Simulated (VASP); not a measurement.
# 2H-WS2 monolayer under biaxial strain, part 4 of 7

How do the gap and the band positions of 2H-WS2 monolayer follow biaxial strain?

VASP 6.6.1, plane waves and PAW; the level of theory is named at each step.

So far, gap on the k-mesh (eV): step 2 (relaxing the monolayer) 1.94; step 5 (strained, atoms relaxed, biaxial strain -0.04) 1.72.

**7. Strained, atoms relaxed, biaxial strain -0.03**

This step: PBE with D3(BJ), no spin polarisation; plane waves and PAW (W, S) (VASP 6.6.1).

Input file INCAR:

```
SYSTEM = WS2
PREC = Normal
ENCUT = 350
EDIFF = 1E-06
NELM = 120
ISMEAR = 0
SIGMA = 0.03
LREAL = .FALSE.
ALGO = Fast
GGA = PE
IVDW = 12
NBANDS = 15
LASPH = .TRUE.
LORBIT = 11
LWAVE = .FALSE.
LCHARG = .FALSE.
KPAR = 4
IBRION = 2
NSW = 30
ISIF = 2
EDIFFG = -0.015
POTIM = 0.4
MAXMIX = 40
IDIPOL = 3
LDIPOL = .TRUE.
DIPOL = 0.5 0.5 0.5
```

Input file POSCAR:

```
WS2
1.0
    3.0580044531      0.0000000000      0.0000000000
   -1.5290022265      2.6483095412      0.0000000000
    0.0000000000      0.0000000000     22.0000000000
W S
1 2
Direct
    0.3333333333      0.6666666667      0.5000000000
    0.6666666667      0.3333333333      0.4283955868
    0.6666666667      0.3333333333      0.5716044132
```

Input file KPOINTS:

```
Automatic mesh
0
Gamma
12 12 1
0 0 0
```

PAW data sets: W and S (PBE family, release 64).

On the command line:

```console
> mpirun -np 4 vasp_std
```

Output:

```text
[... set-up lines as in an earlier step ...]
 entering main loop
       N       E                     dE             d eps       ncg     rms          rms(c)
DAV:   1     0.111723298623E+03    0.11172E+03   -0.52615E+03   578   0.655E+02
DAV:   2    -0.137368396986E+02   -0.12546E+03   -0.11790E+03   955   0.164E+02
DAV:   3    -0.246376340390E+02   -0.10901E+02   -0.10817E+02   815   0.589E+01
DAV:   4    -0.248097817171E+02   -0.17215E+00   -0.17164E+00   733   0.902E+00
[...]
RMM:  16    -0.235207370806E+02   -0.13334E-03   -0.26946E-05   567   0.254E-02    0.477E-02
RMM:  17    -0.235207544959E+02   -0.17415E-04   -0.71882E-06   478   0.134E-02    0.316E-02
RMM:  18    -0.235207550297E+02   -0.53386E-06   -0.11956E-06   414   0.571E-03
   1 F= -.24517457E+02 E0= -.24517457E+02  d E =-.245175E+02
[...]
N       E                     dE             d eps       ncg     rms          rms(c)
DAV:   1    -0.235480843067E+02   -0.27330E-01   -0.19879E+00   640   0.790E+00    0.112E+00
[...]
RMM:  11    -0.235556447296E+02    0.37683E-05   -0.18799E-06   416   0.730E-03    0.117E-01
RMM:  12    -0.235556430798E+02    0.16497E-05   -0.20872E-06   423   0.648E-03    0.106E-01
RMM:  13    -0.235556421740E+02    0.90579E-06   -0.33566E-06   479   0.794E-03
   2 F= -.24545624E+02 E0= -.24545624E+02  d E =-.281668E-01
 trial-energy change:   -0.028167  1 .order   -0.028487   -0.049594   -0.007379
 step:   1.1848(harm=  1.1748)  dis= 0.03665  next Energy=   -24.546304 (dE=-0.288E-01)
[...]
N       E                     dE             d eps       ncg     rms          rms(c)
DAV:   1    -0.235572859786E+02   -0.16429E-02   -0.66473E-02   745   0.144E+00    0.235E-01
RMM:   2    -0.235574600999E+02   -0.17412E-03   -0.27745E-03   570   0.440E-01    0.591E-02
RMM:   3    -0.235575129541E+02   -0.52854E-04   -0.50946E-04   580   0.163E-01    0.168E-02
RMM:   4    -0.235575230552E+02   -0.10101E-04   -0.98081E-05   601   0.738E-02    0.320E-02
RMM:   5    -0.235575252643E+02   -0.22091E-05   -0.22884E-05   563   0.329E-02    0.222E-02
RMM:   6    -0.235575260081E+02   -0.74380E-06   -0.33670E-06   451   0.115E-02
   3 F= -.24546267E+02 E0= -.24546267E+02  d E =-.288094E-01
[...]
reached required accuracy - stopping structural energy minimisation
```

Run time: 13 s. Hardware: 4 MPI ranks of Intel Xeon Platinum 8488C (Sapphire Rapids), shared host; peak memory 0.71 GiB.

Parts of OUTCAR (step 7):

```text
 Edisp (eV)   -0.98998

 Edisp (eV)   -0.98874

  Total       3.16591     3.16591    -0.08954     0.00000     0.00000     0.00000
  in kB      28.46946    28.46946    -0.80518     0.00000     0.00000     0.00000
  external pressure =       18.71 kB  Pullay stress =        0.00 kB

 POSITION                                       TOTAL-FORCE (eV/Angst)
 -----------------------------------------------------------------------------------
     -0.00000      1.76554     11.00000         0.000000      0.000000      0.000000
      1.52900      0.88277      9.38805         0.000000     -0.000000      0.003394
      1.52900      0.88277     12.61195        -0.000000      0.000000     -0.003394
 -----------------------------------------------------------------------------------
    total drift:                                0.000010     -0.000006      0.000000

  FREE ENERGIE OF THE ION-ELECTRON SYSTEM (eV)
  ---------------------------------------------------
  free  energy   TOTEN  =       -24.5462666139 eV

  energy  without entropy=      -24.5462666139  energy(sigma->0) =      -24.54626661

[... 2 parts as in an earlier step ...]

[... 2 further parts left out ...]
[key lines of the parts left out:]
E-fermi :  -1.9991
```

Relaxation path:

```
step  energy less that of the first step (eV)  largest force (eV/Å)
   1                                   0.0000                0.8016
   2                                  -0.0282                0.1193
   3                                  -0.0288                0.0034
```

The atoms that moved most (Å):

```
atom     dx     dy      dz  length
  S2  0.000  0.000  -0.037   0.037
  S3  0.000  0.000   0.037   0.037
```

Final coordinates:

```xyz
3
Lattice="3.0580 0.0000 0.0000 -1.5290 2.6483 0.0000 0.0000 0.0000 22.0000" Properties=species:S:1:pos:R:3
W     0.0000    1.7655   11.0000
S     1.5290    0.8828    9.3881
S     1.5290    0.8828   12.6119
```

The run ended after 3 ionic steps, 0.029 eV below its first step, once the forces on the free atoms met EDIFFG = -0.015.

**8. Strained, levels with spin-orbit coupling, biaxial strain -0.03**

This step: PBE with D3(BJ), spin-orbit coupling, no spin polarisation; plane waves and PAW (W, S) (VASP 6.6.1).

Input file INCAR:

```
SYSTEM = WS2
PREC = Normal
ENCUT = 350
EDIFF = 1E-06
NELM = 120
ISMEAR = 0
SIGMA = 0.03
LREAL = .FALSE.
ALGO = Fast
GGA = PE
IVDW = 12
LNONCOLLINEAR = .TRUE.
MAGMOM = 0 0 0 0 0 0 0 0 0
NBANDS = 30
GGA_COMPAT = .FALSE.
LASPH = .TRUE.
LSORBIT = .TRUE.
LMAXMIX = 4
LWAVE = .FALSE.
LCHARG = .FALSE.
KPAR = 4
IDIPOL = 3
LDIPOL = .TRUE.
DIPOL = 0.5 0.5 0.5
LVHAR = .TRUE.
LVACPOTAV = .TRUE.
```

Input file POSCAR:

```
WS2
1.0
    3.0580044531      0.0000000000      0.0000000000
   -1.5290022265      2.6483095412      0.0000000000
    0.0000000000      0.0000000000     22.0000000000
W S
1 2
Direct
    0.3333333333      0.6666666667      0.5000000000
    0.6666666667      0.3333333333      0.4267296172
    0.6666666667      0.3333333333      0.5732703828
```

KPOINTS is that of step 7.

Input file KPOINTS_OPT:

```
Line mode
14
Line-mode
Reciprocal
  0.00000000   0.00000000   0.00000000 GAMMA
  0.50000000   0.00000000   0.00000000 M

  0.50000000   0.00000000   0.00000000 M
  0.33333333   0.33333333   0.00000000 K

  0.33333333   0.33333333   0.00000000 K
  0.00000000   0.00000000   0.00000000 GAMMA
```

On the command line:

```console
> mpirun -np 4 vasp_ncl
```

Output:

```text
[... set-up lines as in an earlier step ...]
 entering main loop
       N       E                     dE             d eps       ncg     rms          rms(c)
DAV:   1     0.116888175855E+03    0.11689E+03   -0.51313E+03  1876   0.659E+02
DAV:   2    -0.993238282590E+01   -0.12682E+03   -0.11964E+03  2814   0.174E+02
DAV:   3    -0.246725990082E+02   -0.14740E+02   -0.14603E+02  2540   0.668E+01
DAV:   4    -0.250108195731E+02   -0.33822E+00   -0.33671E+00  2550   0.122E+01
[...]
RMM:  22    -0.237181570434E+02   -0.61709E-05   -0.30138E-07  1774   0.264E-03    0.105E-03
RMM:  23    -0.237181583879E+02   -0.13445E-05   -0.58856E-08  1286   0.156E-03    0.862E-04
RMM:  24    -0.237181589342E+02   -0.54630E-06   -0.23084E-08   885   0.101E-03
 [... a notice as in an earlier step ...]

   1 F= -.24706900E+02 E0= -.24706900E+02  d E =-.204594E-14  mag=     0.0000    -0.0000     0.0000
 Start KPOINTS_OPT (optional k-point list driver)
k-point batch [1-31\42]
       N       E                     dE             ncg
DAV:   1     0.529056958154E+02   -0.13749E+05     1876
DAV:   2    -0.386368078429E+04   -0.39166E+04     2834
DAV:   3    -0.428851926061E+04   -0.42484E+03     2466
DAV:   4    -0.429781887862E+04   -0.92996E+01     2542
DAV:   5    -0.429800403331E+04   -0.18515E+00     2388
DAV:   6    -0.429801082747E+04   -0.67942E-02     2476
DAV:   7    -0.429801112327E+04   -0.29580E-03     2468
DAV:   8    -0.429801113929E+04   -0.16027E-04     2380
DAV:   9    -0.429801114006E+04   -0.76050E-06     1890
k-point batch [32-42\42]
       N       E                     dE             ncg
DAV:   1     0.118316978982E+05   -0.24329E+04      660
DAV:   2     0.106076069001E+05   -0.12241E+04      974
DAV:   3     0.104323087282E+05   -0.17530E+03      888
DAV:   4     0.104274590837E+05   -0.48496E+01      940
DAV:   5     0.104273576241E+05   -0.10146E+00      892
DAV:   6     0.104273541598E+05   -0.34643E-02      874
DAV:   7     0.104273540136E+05   -0.14620E-03      894
DAV:   8     0.104273540054E+05   -0.82854E-05      842
DAV:   9     0.104273540050E+05   -0.35526E-06      702
```

Run time: 80 s. Hardware: 4 MPI ranks; peak memory 1.7 GiB; 4.4 min of CPU time.

From OUTCAR (step 8):

```text
 Edisp (eV)   -0.98874

  Total       3.12415     3.12415    -0.09706     0.00000    -0.00000    -0.00000
  in kB      28.09397    28.09397    -0.87278     0.00000    -0.00000    -0.00000
  external pressure =       18.44 kB  Pullay stress =        0.00 kB

 POSITION                                       TOTAL-FORCE (eV/Angst)
 -----------------------------------------------------------------------------------
     -0.00000      1.76554     11.00000         0.000000      0.000000      0.000000
      1.52900      0.88277      9.38805        -0.000000      0.000000      0.004819
      1.52900      0.88277     12.61195        -0.000000     -0.000000     -0.004819
 -----------------------------------------------------------------------------------
    total drift:                                0.000009     -0.000005      0.000000

  FREE ENERGIE OF THE ION-ELECTRON SYSTEM (eV)
  ---------------------------------------------------
  free  energy   TOTEN  =       -24.7068995399 eV

  energy  without entropy=      -24.7068995399  energy(sigma->0) =      -24.70689954

[... 2 parts as in an earlier step ...]

[... 1 further part left out ...]
[key lines of the parts left out:]
E-fermi :  -1.8229
```

**9. Strained, atoms relaxed, biaxial strain -0.02**

This step: PBE with D3(BJ), no spin polarisation; plane waves and PAW (W, S) (VASP 6.6.1).

Input file INCAR:

```
SYSTEM = WS2
PREC = Normal
ENCUT = 350
EDIFF = 1E-06
NELM = 120
ISMEAR = 0
SIGMA = 0.03
LREAL = .FALSE.
ALGO = Fast
GGA = PE
IVDW = 12
NBANDS = 15
LASPH = .TRUE.
LORBIT = 11
LWAVE = .FALSE.
LCHARG = .FALSE.
KPAR = 4
IBRION = 2
NSW = 30
ISIF = 2
EDIFFG = -0.015
POTIM = 0.4
MAXMIX = 40
IDIPOL = 3
LDIPOL = .TRUE.
DIPOL = 0.5 0.5 0.5
```

Input file POSCAR:

```
WS2
1.0
    3.0895302722      0.0000000000      0.0000000000
   -1.5447651361      2.6756117015      0.0000000000
    0.0000000000      0.0000000000     22.0000000000
W S
1 2
Direct
    0.3333333333      0.6666666667      0.5000000000
    0.6666666667      0.3333333333      0.4283955868
    0.6666666667      0.3333333333      0.5716044132
```

KPOINTS is that of step 8.

On the command line:

```console
> mpirun -np 4 vasp_std
```

Output:

```text
[... set-up lines as in an earlier step ...]
 entering main loop
       N       E                     dE             d eps       ncg     rms          rms(c)
DAV:   1     0.113197646335E+03    0.11320E+03   -0.51539E+03   578   0.651E+02
DAV:   2    -0.130181194880E+02   -0.12622E+03   -0.11693E+03   916   0.161E+02
DAV:   3    -0.247475873112E+02   -0.11729E+02   -0.11645E+02   808   0.612E+01
DAV:   4    -0.249455215691E+02   -0.19793E+00   -0.19747E+00   755   0.958E+00
[...]
RMM:  17    -0.236131961348E+02   -0.23618E-04   -0.84356E-06   484   0.147E-02    0.304E-02
RMM:  18    -0.236131989157E+02   -0.27809E-05   -0.14312E-06   422   0.639E-03    0.307E-02
RMM:  19    -0.236131979260E+02    0.98975E-06   -0.30848E-07   385   0.346E-03
   1 F= -.24588703E+02 E0= -.24588703E+02  d E =-.245887E+02
[...]
N       E                     dE             d eps       ncg     rms          rms(c)
DAV:   1    -0.236263600026E+02   -0.13161E-01   -0.82651E-01   696   0.507E+00    0.712E-01
[...]
RMM:   8    -0.236294907336E+02   -0.42512E-05   -0.14977E-05   577   0.240E-02    0.513E-02
RMM:   9    -0.236294926030E+02   -0.18693E-05   -0.22748E-06   436   0.947E-03    0.214E-02
RMM:  10    -0.236294930740E+02   -0.47103E-06   -0.67339E-07   392   0.552E-03
   2 F= -.24600758E+02 E0= -.24600758E+02  d E =-.120554E-01
 trial-energy change:   -0.012055  1 .order   -0.012087   -0.020696   -0.003478
 step:   1.2020(harm=  1.2020)  dis= 0.02402  next Energy=   -24.601141 (dE=-0.124E-01)
[...]
N       E                     dE             d eps       ncg     rms          rms(c)
DAV:   1    -0.236305902853E+02   -0.10977E-02   -0.33668E-02   710   0.102E+00    0.152E-01
RMM:   2    -0.236306781551E+02   -0.87870E-04   -0.14131E-03   571   0.313E-01    0.421E-02
RMM:   3    -0.236307049451E+02   -0.26790E-04   -0.25692E-04   578   0.118E-01    0.374E-02
RMM:   4    -0.236307125239E+02   -0.75788E-05   -0.59545E-05   615   0.541E-02    0.201E-02
RMM:   5    -0.236307135975E+02   -0.10736E-05   -0.11651E-05   542   0.223E-02    0.171E-02
RMM:   6    -0.236307134899E+02    0.10757E-06   -0.10887E-06   399   0.681E-03
   3 F= -.24601123E+02 E0= -.24601123E+02  d E =-.124196E-01
[...]
reached required accuracy - stopping structural energy minimisation
```

Run time: 13 s. Hardware: 4 MPI ranks; peak memory 0.7 GiB.

OUTCAR, selected parts (step 9):

```text
 Edisp (eV)   -0.97127

 Edisp (eV)   -0.97041

  Total       2.06550     2.06550    -0.06911     0.00000    -0.00000     0.00000
  in kB      18.19694    18.19694    -0.60884     0.00000    -0.00000     0.00000
  external pressure =       11.93 kB  Pullay stress =        0.00 kB

 POSITION                                       TOTAL-FORCE (eV/Angst)
 -----------------------------------------------------------------------------------
     -0.00000      1.78374     11.00000        -0.000000      0.000000      0.000000
      1.54477      0.89187      9.40068        -0.000000     -0.000000     -0.003403
      1.54477      0.89187     12.59932         0.000000      0.000000      0.003403
 -----------------------------------------------------------------------------------
    total drift:                                0.000006     -0.000004      0.000000

  FREE ENERGIE OF THE ION-ELECTRON SYSTEM (eV)
  ---------------------------------------------------
  free  energy   TOTEN  =       -24.6011225511 eV

  energy  without entropy=      -24.6011225511  energy(sigma->0) =      -24.60112255

[... 2 parts as in an earlier step ...]

[... 2 further parts left out ...]
[key lines of the parts left out:]
E-fermi :  -2.0866
```

Relaxation path:

```
step  energy less that of the first step (eV)  largest force (eV/Å)
   1                                   0.0000                0.5178
   2                                  -0.0121                0.0870
   3                                  -0.0124                0.0034
```

The atoms that moved most (Å):

```
atom     dx     dy      dz  length
  S2  0.000  0.000  -0.024   0.024
  S3  0.000  0.000   0.024   0.024
```

The relaxed structure:

```
W S
1.0
     3.08953    0.00000    0.00000
    -1.54477    2.67561    0.00000
     0.00000    0.00000   22.00000
W S
1 2
Cartesian
  0.0000 1.7837 11.0000
  1.5448 0.8919 9.4007
  1.5448 0.8919 12.5993
```

The run ended after 3 ionic steps, 0.012 eV below its first step, once the forces on the free atoms met EDIFFG = -0.015.

**10. Strained, levels with spin-orbit coupling, biaxial strain -0.02**

This step: PBE with D3(BJ), spin-orbit coupling, no spin polarisation; plane waves and PAW (W, S) (VASP 6.6.1).

Input file INCAR:

```
SYSTEM = WS2
PREC = Normal
ENCUT = 350
EDIFF = 1E-06
NELM = 120
ISMEAR = 0
SIGMA = 0.03
LREAL = .FALSE.
ALGO = Fast
GGA = PE
IVDW = 12
LNONCOLLINEAR = .TRUE.
MAGMOM = 0 0 0 0 0 0 0 0 0
NBANDS = 30
GGA_COMPAT = .FALSE.
LASPH = .TRUE.
LSORBIT = .TRUE.
LMAXMIX = 4
LWAVE = .FALSE.
LCHARG = .FALSE.
KPAR = 4
IDIPOL = 3
LDIPOL = .TRUE.
DIPOL = 0.5 0.5 0.5
LVHAR = .TRUE.
LVACPOTAV = .TRUE.
```

Input file POSCAR:

```
WS2
1.0
    3.0895302722      0.0000000000      0.0000000000
   -1.5447651361      2.6756117015      0.0000000000
    0.0000000000      0.0000000000     22.0000000000
W S
1 2
Direct
    0.3333333333      0.6666666667      0.5000000000
    0.6666666667      0.3333333333      0.4273037395
    0.6666666667      0.3333333333      0.5726962605
```

KPOINTS is that of step 9.

KPOINTS_OPT is that of step 8.

On the command line:

```console
> mpirun -np 4 vasp_ncl
```

Output:

```text
[... set-up lines as in an earlier step ...]
 entering main loop
       N       E                     dE             d eps       ncg     rms          rms(c)
DAV:   1     0.116982064012E+03    0.11698E+03   -0.50834E+03  1868   0.657E+02
DAV:   2    -0.976170946512E+01   -0.12674E+03   -0.11922E+03  2844   0.173E+02
DAV:   3    -0.247791025382E+02   -0.15017E+02   -0.14882E+02  2538   0.672E+01
DAV:   4    -0.251187870446E+02   -0.33968E+00   -0.33837E+00  2544   0.122E+01
[...]
RMM:  22    -0.237907246466E+02   -0.54107E-05   -0.26559E-07  1740   0.251E-03    0.130E-03
RMM:  23    -0.237907258432E+02   -0.11966E-05   -0.70101E-08  1325   0.162E-03    0.726E-04
RMM:  24    -0.237907263764E+02   -0.53321E-06   -0.35862E-08   962   0.116E-03
 [... a notice as in an earlier step ...]

   1 F= -.24761135E+02 E0= -.24761135E+02  d E =-.548964E-13  mag=    -0.0000    -0.0000     0.0000
 Start KPOINTS_OPT (optional k-point list driver)
k-point batch [1-31\42]
       N       E                     dE             ncg
DAV:   1    -0.707833375711E+01   -0.13703E+05     1892
DAV:   2    -0.389961193798E+04   -0.38925E+04     2834
DAV:   3    -0.432338120786E+04   -0.42377E+03     2468
DAV:   4    -0.433226940724E+04   -0.88882E+01     2510
DAV:   5    -0.433246665611E+04   -0.19725E+00     2410
DAV:   6    -0.433247371791E+04   -0.70618E-02     2512
DAV:   7    -0.433247397030E+04   -0.25239E-03     2470
DAV:   8    -0.433247398220E+04   -0.11900E-04     2386
DAV:   9    -0.433247398276E+04   -0.55991E-06     1794
k-point batch [32-42\42]
       N       E                     dE             ncg
DAV:   1     0.116435849579E+05   -0.23759E+04      668
DAV:   2     0.103975587546E+05   -0.12460E+04     1020
DAV:   3     0.102280908076E+05   -0.16947E+03      928
DAV:   4     0.102235123571E+05   -0.45785E+01      952
DAV:   5     0.102234235792E+05   -0.88778E-01      820
DAV:   6     0.102234200971E+05   -0.34822E-02      946
DAV:   7     0.102234199806E+05   -0.11642E-03      856
DAV:   8     0.102234199748E+05   -0.58090E-05      832
DAV:   9     0.102234199745E+05   -0.36296E-06      656
```

It took 79 s on 4 MPI ranks; peak memory 1.7 GiB.

Parts of OUTCAR (step 10):

```text
 Edisp (eV)   -0.97041

  Total       2.03150     2.03150    -0.07307     0.00000     0.00000     0.00000
  in kB      17.89738    17.89738    -0.64374     0.00000     0.00000     0.00000
  external pressure =       11.72 kB  Pullay stress =        0.00 kB

 POSITION                                       TOTAL-FORCE (eV/Angst)
 -----------------------------------------------------------------------------------
     -0.00000      1.78374     11.00000        -0.000000      0.000000      0.000000
      1.54477      0.89187      9.40068         0.000000     -0.000000     -0.001711
      1.54477      0.89187     12.59932         0.000000     -0.000000      0.001711
 -----------------------------------------------------------------------------------
    total drift:                                0.000008     -0.000005      0.000000

  FREE ENERGIE OF THE ION-ELECTRON SYSTEM (eV)
  ---------------------------------------------------
  free  energy   TOTEN  =       -24.7611354377 eV

  energy  without entropy=      -24.7611354377  energy(sigma->0) =      -24.76113544

[... 2 parts as in an earlier step ...]

[... 1 further part left out ...]
[key lines of the parts left out:]
E-fermi :  -1.9185
```

(Part 4 of 7 ends here.)

[Lines on the potential files, build, host, timing and source positions are cut from VASP's logs without a mark.]

[Logs are printed without paths, hosts, clocks, repeated set-up lines and the standing remarks that a program may print on its own settings, such as how far it seeks lower states.]

[Hosts, paths, dates, database ids (printed as entryN), source tags and the programs' standing remarks are cut or masked in the printed files.]

[Runs that stopped without an error message from VASP are left out.]
